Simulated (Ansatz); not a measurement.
## CdS: the gap against volume

CdS, P6_3mc, a = 4.197 Å, c = 6.828 Å. Ansatz: PBE, PAW, 420 eV, Γ-centred 6×6×4 mesh on 4 atoms, Gaussian smearing 0.02 eV; no spin polarisation. Shape and atoms are relaxed at each volume; x = ln(V/V0) with V0 = 26.039 Å³/atom. The gap is read at the mesh points alone.

| x | gap y (eV) |
| --- | --- |
| -0.1278 | 1.401 |
| -0.0943 | 1.329 |
| -0.0619 | 1.256 |
| -0.0305 | ? |
| 0.0000 | 1.112 |
| 0.0296 | 1.041 |
| 0.0583 | 0.972 |
| 0.0953 | 0.882 |

Question: Fit a straight line to the other rows, give the volume deformation potential of the gap and its pressure coefficient, and predict the missing gap. B0 = 53.2 GPa.

Answer: Means x = -0.01440, y = 1.1419; Σ(Δx)² = 0.04096, ΣΔxΔy = -0.09548; the slope is their ratio. y = 1.108 − 2.331 x. The slope is the deformation potential a = dE_g/d ln V = -2.33 eV, and dE_g/dP = −a/B0 = 43.8 meV/GPa. At x = -0.0305 the fit asked for gives 1.179 eV. The run gave 1.183 eV, so the fit is 0.004 eV too low, within twice the rms miss on the fitted rows (0.003 eV).

Semilocal functionals give gaps under the measured ones; changes of the gap mostly carry over better.